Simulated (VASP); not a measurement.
# Ir (P6_3/mmc) in VASP: a series of runs

One crystal, Ir, is run at these levels: PBE; tasks: single point.

All numbers are computed with VASP 6.6.1; they aren't measurements. Logs are shortened: lines on timing, memory, paths and dates and some standing lists are left out, and cuts for length are marked.

**1. Starting point**

It takes space group P6_3/mmc (No. 194, hexagonal). The conventional cell has a = 2.751 Å, b = 2.751 Å, c = 4.462 Å, α = 90.00°, β = 90.00°, γ = 120.00°. Ir (site symmetry -6m2) is surrounded by 12 Ir at 2.74 to 2.75 Å.

This isn't the form of Ir at room conditions, which is fcc.

**2. Single point, PBE**

Contents of INCAR:

```
SYSTEM = Ir
ADDGRID = .FALSE. ; ALGO = Normal
EDIFF = 1E-6 ; ENCUT = 520
GGA = PE ; ISIF = 2
ISMEAR = 0 ; LASPH = .TRUE.
LCHARG = .FALSE. ; LREAL = .FALSE.
LWAVE = .FALSE. ; NELM = 100
PREC = Accurate ; SIGMA = 0.2
```

Contents of KPOINTS:

```
k-points
0
G
  11 11 6
  0 0 0
```

Contents of POSCAR:

```
Ir
1.0
    2.7513778946      0.0000000000      0.0000000000
   -1.3756889473      2.3827631521      0.0000000000
    0.0000000000      0.0000000000      4.4622900000
Ir
2
Direct
    0.3333333333      0.6666666667      0.2500000000
    0.6666666667      0.3333333333      0.7500000000
```

Potentials or basis: VASP PAW PBE potentials, release 64 (Ir).

On the command line:

```bash
$ cat potpaw_PBE.64/Ir/POTCAR > POTCAR
$ mpirun -np 1 vasp_std > vasp.out
```

OUTCAR:

```text
SYSTEM = Ir
   EDIFF = 1E-6
   ENCUT = 520
   GGA = PE
   ISIF = 2
   ISMEAR = 0
   LASPH = .TRUE.
   LREAL = .FALSE.
   NELM = 100
   PREC = Accurate

 Found     64 irreducible k-points:

 Following reciprocal coordinates:
            Coordinates               Weight
  0.000000  0.000000  0.000000      1.000000
  0.090909 -0.000000  0.000000      6.000000
  0.181818 -0.000000  0.000000      6.000000
  0.272727 -0.000000  0.000000      6.000000
  0.363636 -0.000000  0.000000      6.000000
  0.454545 -0.000000  0.000000      6.000000
   k-points           NKPTS =     64   k-points in BZ     NKDIM =     64   number of bands    NBANDS=     13
   number of dos      NEDOS =    301   number of ions     NIONS =      2
   total plane-waves  NPLWV =  14400
   dimension x,y,z NGX =    20 NGY =   20 NGZ =   36
   dimension x,y,z NGXF=    40 NGYF=   40 NGZF=   72
   ions per type =               2
   NGX,Y,Z   is equivalent  to a cutoff of  12.08, 12.08, 13.41 a.u.
   NGXF,Y,Z  is equivalent  to a cutoff of  24.17, 24.17, 26.82 a.u.
 SYSTEM =  Ir
   PREC   = accura    normal or accurate (medium, high low for compatibility)
   ISTART =      0    job   : 0-new  1-cont  2-samecut
   ICHARG =      2    charge: 1-file 2-atom 10-const
   ISPIN  =      1    spin polarized calculation?
   LNONCOLLINEAR =      F non collinear calculations
   LSORBIT =      F    spin-orbit coupling
   LASPH  =      T    aspherical Exc in radial PAW
   ENCUT  =  520.0 eV  38.22 Ry    6.18 a.u.   5.12  5.12  8.30*2*pi/ulx,y,z
   NELM   =    100;   NELMIN=  2; NELMDL= -5     # of ELM steps
   EDIFF  = 0.1E-05   stopping-criterion for ELM
[... 8 lines left out ...]
   TEBEG  =    0.0;   TEEND  =   0.0 temperature during run
   PSTRESS=    0.0 pullay stress
   NELECT =      18.0000    total number of electrons
   NUPDOWN=      -1.0000    fix difference up-down
   EMIN   =  10.00;   EMAX   =-10.00  energy-range for DOS
   EFERMI =   0.00;   METHOD = LEGACY
   ISMEAR =     0;   SIGMA  =   0.20  broadening in eV -4-tet -1-fermi 0-gaus
   EFERMI_NEDOS =   21; number of points for ismear=-14 and -15
   IALGO  =     38    algorithm
   IMIX   =      4    mixing-type and parameters
     AMIX     =   0.40;   BMIX     =  1.00
     AMIX_MAG =   1.60;   BMIX_MAG =  1.00
  volume/ion in A,a.u.               =      14.63        98.71
  Fermi-wavevector in a.u.,A,eV,Ry     =   1.392417  2.631287 26.379323  1.938826
  Thomas-Fermi vector in A             =   2.516162
   LORBIT       =      0    0 simple, 1 ext, 2 COOP (PROOUT), +10 PAW based schemes
   GGA     = PE    functional components
   LHFCALC =     F    Hartree Fock is set to
   AEXX    =    0.0000 exact exchange contribution
   IVDW    =     0    specifies the selected vdW correction
   LEPSILON=     F    determine dielectric tensor
   LRPA    =     F    only Hartree local field effects (RPA)
 non-spin polarized calculation
 Gauss-broadening in eV      SIGMA  =   0.20
  energy-cutoff  :      520.00
  volume of cell :       29.25
 maximum number of plane-waves:       796
   NGX = 11   NGY = 11   NGZ = 17

 number of electron      18.0000000 magnetization

 Free energy of the ion-electron system (eV)
  ---------------------------------------------------
  ext. energy  EPLUGINS =         0.00000000
  ---------------------------------------------------
  free energy    TOTEN  =       -17.55402992 eV

  energy without entropy =      -17.49590561  energy(sigma->0) =      -17.52496776

 E-fermi :   9.9313     XC(G=0): -13.7901

 val. band max:        9.9230170497   @ k =   0.3636   0.1818   0.1667
 cond. band min:       9.9416360911   @ k =   0.2727   0.0909   0.3333
 fundamental gap:      0.0186190414
 Fermi energy:         9.9313470120

 k-point     1 :       0.0000    0.0000    0.0000
  band No.  band energies     occupation
      1      -0.9271      2.00000
      2       2.1085      2.00000
      3       6.1886      2.00000
      4       6.2938      2.00000
      5       6.2938      2.00000
      6       6.9180      2.00000
      7       6.9180      2.00000
      8       7.6776      2.00000
      9       7.6776      2.00000
     10       9.2134      2.00000
     11      10.2055      0.05253
     12      10.2055      0.05253
     13      16.7271      0.00000

 k-point     2 :       0.0909   -0.0000    0.0000
  band No.  band energies     occupation
      1      -0.6165      2.00000
      2       2.3817      2.00000
      3       5.7766      2.00000
      4       6.5531      2.00000
      5       6.6257      2.00000
      6       6.7830      2.00000
      7       7.1601      2.00000
      8       7.2633      2.00000
      9       7.4910      2.00000
     10       8.0775      2.00000
     11      10.3118      0.00713
     12      11.8456      0.00000
     13      16.6818      0.00000

 k-point     3 :       0.1818   -0.0000    0.0000
  band No.  band energies     occupation
      1       0.2471      2.00000
      2       3.0274      2.00000
      3       5.2926      2.00000
      4       5.9418      2.00000
      5       6.3349      2.00000
      6       7.0640      2.00000
      7       7.2995      2.00000
      8       7.3136      2.00000
      9       7.5034      2.00000
     10       7.8514      2.00000
     11      10.5230      0.00003
     12      14.0540      0.00000
     13      16.5401      0.00000

 k-point     4 :       0.2727   -0.0000    0.0000
  band No.  band energies     occupation
      1       1.4126      2.00000
      2       3.3291      2.00000
      3       4.7189      2.00000
      4       5.3221      2.00000
      5       6.1770      2.00000
      6       6.6020      2.00000
      7       7.0833      2.00000
      8       8.3314      2.00000
      9       8.4223      2.00000
     10       8.8764      2.00000
     11      10.7026      0.00000
     12      16.3027      0.00000
     13      16.4004      0.00000

 k-point     5 :       0.3636   -0.0000    0.0000
  band No.  band energies     occupation
      1       2.3549      2.00000
      2       3.0476      2.00000
      3       3.8568      2.00000
      4       5.8106      2.00000
      5       6.2364      2.00000
      6       6.6862      2.00000
      7       6.7491      2.00000
      8       9.6603      1.94474
      9       9.9011      1.16926
     10      10.0134      0.56165
     11      10.8095      0.00000
     12      16.6165      0.00000
     13      18.2715      0.00000

 k-point     6 :       0.4545   -0.0000    0.0000
  band No.  band energies     occupation
      1       2.6941      2.00000
      2       2.8149      2.00000
      3       3.4139      2.00000
      4       6.0380      2.00000
      5       6.4899      2.00000
      6       6.5647      2.00000
      7       7.0793      2.00000
      8      10.5050      0.00005
      9      10.8549      0.00000
     10      10.8810      0.00000
     11      12.0011      0.00000
     12      15.1280      0.00000
     13      17.6261      0.00000

 [... further k-points ...]
[... 5 lines left out ...]
  --------------------------------------------------------------------------------------
  -------------------------------------------------------------------------------------
  Total       -0.0751737     -0.0751737     -0.2114400     -0.0000000      0.0000000      0.0000000
  in kB       -4.1170624     -4.1170624    -11.5800096     -0.0000000      0.0000000      0.0000000
  external PRESSURE =      -6.6047114 kB  Pullay stress =       0.0000000 kB

 VOLUME and BASIS-vectors are now :
 -----------------------------------------------------------------------------
  energy-cutoff  :      520.00
  volume of cell :       29.25
      direct lattice vectors                 reciprocal lattice vectors
     2.751377895  0.000000000  0.000000000     0.363454254  0.209840411  0.000000000
    -1.375688947  2.382763152  0.000000000     0.000000000  0.419680823  0.000000000
     0.000000000  0.000000000  4.462290000     0.000000000  0.000000000  0.224100182

 POSITION                                       TOTAL-FORCE (eV/Angst)
 -----------------------------------------------------------------------------------
     -0.00000      1.58851      1.11557        -0.000000      0.000000      0.000000
      1.37569      0.79425      3.34672         0.000000     -0.000000      0.000000
 -----------------------------------------------------------------------------------
    total drift:                                0.000000     -0.000000     -0.000000

  FREE ENERGIE OF THE ION-ELECTRON SYSTEM (eV)
  ---------------------------------------------------
  free  energy   TOTEN  =       -17.5540299232 eV

  energy  without entropy=      -17.4959056054  energy(sigma->0) =      -17.52496776
```

Run time: 22 s. Hardware: 1 thread of Intel Xeon Platinum 8375C at 2.90GHz (Ice Lake), shared host; peak memory 0.15 GiB.

These settings aren't checked as converged: the numbers below hold their error.

What came out:

```
Free energy            : -17.5540 eV
Pressure               : -0.7 GPa
Band gap on the k mesh : none (metal or under the smearing width)
```

**3. Single point, PBE**

INCAR is that of step 2.

KPOINTS is that of step 2.

Contents of POSCAR:

```
Ir
1.0
    2.7513778946      0.0000000000      0.0000000000
   -1.3756889473      2.3827631521      0.0000000000
    0.0000000000      0.0000000000      4.4622900000
Ir
2
Direct
    0.3583140000      0.6617470000      0.2121330000
    0.6598720000      0.3587530000      0.7691070000
```

Potentials or basis: VASP PAW PBE potentials, release 64 (Ir).

On the command line:

```bash
$ cat potpaw_PBE.64/Ir/POTCAR > POTCAR
$ mpirun -np 1 vasp_std > vasp.out
```

It took 66 s on 1 thread of Intel Xeon Platinum 8375C at 2.90GHz (Ice Lake), shared host; peak memory 0.24 GiB.

The run converged, but some of its settings lie outside the range that counts as converged, so its numbers aren't taken as properties of the crystal.

What came out:

```
Free energy            : -17.0549 eV
Pressure               : 13.0 GPa
Largest force          : 3.828 eV/Å
Band gap on the k mesh : none (metal or under the smearing width)
```

**4. Single point, PBE**

INCAR, as its differences from that of step 3:

```diff
@@ -7,2 +7,2 @@
 LWAVE = .FALSE. ; NELM = 100
-PREC = Accurate ; SIGMA = 0.2
+PREC = Low ; SIGMA = 0.2
```

KPOINTS is that of step 3.

Contents of POSCAR:

```
Ir
1.0
    2.7513778946      0.0000000000      0.0000000000
   -1.3756889473      2.3827631521      0.0000000000
    0.0000000000      0.0000000000      4.4622900000
Ir
2
Direct
    0.3333333333      0.6666666667      0.2500000000
    0.6666666667      0.3333333333      0.7500000000
```

On the command line:

```bash
$ cat potpaw_PBE.64/Ir/POTCAR > POTCAR
$ mpirun -np 1 vasp_std > vasp.out
```

Wall time 10 s (1 thread of Intel Xeon Platinum 8375C at 2.90GHz (Ice Lake), shared host); peak memory 0.12 GiB.

These settings aren't checked as converged: the numbers below hold their error.

Results:

* Free energy: -17.5540 eV
* Pressure: -0.7 GPa
* Band gap on the k mesh: none (metal or under the smearing width)

**5. Single point, PBE**

INCAR is that of step 4.

KPOINTS is that of step 4.

Contents of POSCAR:

```
Ir
1.0
    2.7513778946      0.0000000000      0.0000000000
   -1.3756889473      2.3827631521      0.0000000000
    0.0000000000      0.0000000000      4.4622900000
Ir
2
Direct
    0.3583140000      0.6617470000      0.2121330000
    0.6598720000      0.3587530000      0.7691070000
```

On the command line:

```bash
$ cat potpaw_PBE.64/Ir/POTCAR > POTCAR
$ mpirun -np 1 vasp_std > vasp.out
```

Run time: 44 s. Hardware: 1 thread of Intel Xeon Platinum 8375C at 2.90GHz (Ice Lake), shared host; peak memory 0.21 GiB.

These settings aren't checked as converged: the numbers below hold their error.

Results:

```yaml
Free_energy: -17.0549 eV
Pressure: 13.0 GPa
Largest_force: 3.828 eV/Å
Band_gap_on_the_k_mesh: none (metal or under the smearing width)
```

**6. Single point, PBE**

INCAR, as its differences from that of step 5:

```diff
@@ -7,2 +7,2 @@
 LWAVE = .FALSE. ; NELM = 100
-PREC = Low ; SIGMA = 0.2
+PREC = Normal ; SIGMA = 0.2
```

KPOINTS is that of step 5.

Contents of POSCAR:

```
Ir
1.0
    2.7513778946      0.0000000000      0.0000000000
   -1.3756889473      2.3827631521      0.0000000000
    0.0000000000      0.0000000000      4.4622900000
Ir
2
Direct
    0.3333333333      0.6666666667      0.2500000000
    0.6666666667      0.3333333333      0.7500000000
```

Potentials or basis: VASP PAW PBE potentials, release 64 (Ir).

On the command line:

```bash
$ cat potpaw_PBE.64/Ir/POTCAR > POTCAR
$ mpirun -np 1 vasp_std > vasp.out
```

Run time: 9.5 s. Hardware: 1 thread of Intel Xeon Platinum 8375C at 2.90GHz (Ice Lake), shared host; peak memory 0.13 GiB.

The run converged, but some of its settings lie outside the range that counts as converged, so its numbers aren't taken as properties of the crystal.

What came out:

```
Free energy            : -17.5540 eV
Pressure               : -0.7 GPa
Band gap on the k mesh : none (metal or under the smearing width)
```
